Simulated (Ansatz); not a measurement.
Input and output of a single-point calculation on wurtzite BN (the plane-wave code Ansatz, HSE06). The cell was relaxed with r2SCAN and then strained (xy shear, engineering strain (angle) +4.23 %), with the atoms relaxed again with r2SCAN; k points keep the names of the unstrained zone.

```yaml
crystal:
  lattice:
    - [2.5439500013, 0.0538045425, 0.0]
    - [-1.2253789, 2.1762230558, 0.0]
    - [0.0, 0.0, 4.2078153363]
  atoms:
    - { symbol: B, position: [0.3342935501, 0.666889871, 0.0002644923] }
    - { symbol: B, position: [0.6657064499, 0.333110129, 0.5002644923] }
    - { symbol: "N", position: [0.3304259019, 0.6670626532, 0.3747355077] }
    - { symbol: "N", position: [0.6695740981, 0.3329373468, 0.8747355077] }
kpoints:
  mp_grid: { grid: [9, 9, 4] }
  band_path:
    path:
      - [0.0, 0.0, 0.0]
      - [0.5, 0.0, 0.0]
      - [0.3333333333, 0.3333333333, 0.0]
      - [0.0, 0.0, 0.5]
      - [0.5, 0.0, 0.5]
      - [0.3333333333, 0.3333333333, 0.5]
      - [0.1, 0.0, 0.0]
    npoints: 1
hamiltonian:
  xc: hse06
scf:
  occupations: { method: fixed }
  n_extra_bands: 5
output:
  forces: true
  stress: true
  eigenvalues: true
```

The output follows, shortened, with numbered blanks.
```
Pseudopotential: B, paw, valence charge 3, recommended cutoff 420 eV (normal)
Pseudopotential: N, paw, valence charge 5, recommended cutoff 420 eV (normal)
Functional definition: HSE06
Crystal: 4 atoms, lattice volume = 23.573 Å³
Basis set: ecut = 420 eV, 451 PW (Γ)
Bands: 13, of which v1, the nominal top of the filled ones, is band 8 counted from 1 (7 counted from 0)
[1]
[warm-up without exact exchange]
SCF 1 stopped early in 2 iterations: F = -1084.425387 eV  dr2 = 1.48e-4
[exact exchange on]
Exchange kernel: α = 0.2500, screened, ω = 0.2079 Å⁻¹, Wigner–Seitz truncation, v(0) = 1043.8935 eV·Å³, q-mesh 9×9×4
SCF 2 converged in 7 iterations: F = -1084.777722 eV  dr2 = 8.06e-8
hybrid outer 1: dexx = +4.409e-3 eV, tail = 1.04e-5 eV
SCF 3 converged in 3 iterations: F = -1084.777774 eV  dr2 = 1.77e-9
hybrid outer 2: dexx = +1.444e-7 eV, tail = 7.32e-9 eV, Δε = 1.63e-3 eV, ΔF = 1.36e-4 eV/Å
hybrid SCF converged: 2 outer / 10 inner (+2 warm-up)
Free energy (F): -1084.777774 eV
[2]
--- Forces (eV/Å), atoms counted from 1 ---
[3]
--- Stress (GPa, compression-positive) ---
       -3.925984     -17.805802       0.000000
      -17.805793      -3.086889       0.000000
        0.000000       0.000000      -4.907696
  P = ⅓ Tr σ = -3.9735 GPa (-39.735 kbar)
--- Band table (eV; the first three rows and the last of 123) ---
[4]
```

The rows of the band table are 0: (0, 0, 0) = Γ, 1: (0, 0, 1/4), 2: (0, 0, -1/2) = A, 122: (0.444, -0.111, -1/2).

**Question.** What stood in the gaps? They hold the Fermi energy and the band table, the forces, the symmetry found.

**Answer.**
```
[1]
Symmetry: 2 space group operations
Space group: P21 (ITA 4)
[2]
Fermi energy:    10.673698 eV
[3]
  atom   1  B     -0.01766    -0.00085    -0.01132
  atom   2  B       0.01766      0.00085    -0.01132
  atom   3  N     -0.01457    -0.00066      0.01132
  atom   4  N       0.01457      0.00066      0.01132
[4]
  k-point 0: bands = […, -1.3673, 8.0260, 8.4085, 10.2501, 10.3803, 10.6737, 20.0586, 20.8120, 20.8726, 22.1727, …]
  k-point 1: bands = […, 0.5302, 8.1622, 8.3767, 8.7092, 9.9631, 10.2754, 20.4554, 21.2260, 21.4393, 22.2776, …]
  k-point 2: bands = […, 4.3012, 4.3012, 9.0791, 9.0791, 9.4267, 9.4267, 21.2562, 21.2562, 22.1968, 22.1968, …]
  k-point 122: bands = […, 0.7212, 0.7212, 5.7440, 5.7440, 6.8620, 6.8620, 19.8800, 19.8800, 23.3547, 23.3547, …]
```
The trailing digits, and the zero of the energies, depend on the potentials and thresholds.

HSE06 gives an indirect gap of 6.37 eV, from Γ to K; the least direct gap is 9.38 eV at Γ. (Of the valleys that strain may split, one alone was solved off the mesh, so this is an upper bound.) The mean pressure at these positions is -4.0 GPa, compression counted positive. The stress of a hybrid is loosely converged here. The largest force is 0.02 eV/Å.

(Simulation; spin polarisation is off.)

The meshes of the hybrids are coarse, so their gaps aren't converged to the digits shown.
